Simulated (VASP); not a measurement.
The system is CdTe.

```
Cd Te
1.0
     0.00000    3.24780    3.24780
     3.24780    0.00000    3.24780
     3.24780    3.24780    0.00000
Cd Te
1 1
Cartesian
  0.0000 0.0000 0.0000
  1.6239 1.6239 1.6239
```

Base run:

| Item | Value |
| --- | --- |
| Program | VASP 6.6.1 |
| Functional | PBE |
| Potentials or basis | VASP PAW PBE potentials, release 64 (Cd, Te) |
| Cutoff | 520 eV |
| k mesh | 8 × 8 × 8 |
| Occupations | gaussian, width 0.03 eV |
| Spin | no spin polarisation |

Its results: band gap on the k mesh 0.75 eV, direct.

Question: The run is repeated on the same cell with these changes: functional from PBE to TB-mBJ. What comes out?

Answer: Band gap on the k mesh 1.80 eV, direct.

Caveats: spin-orbit coupling is left out, which moves the levels of the heavy elements.
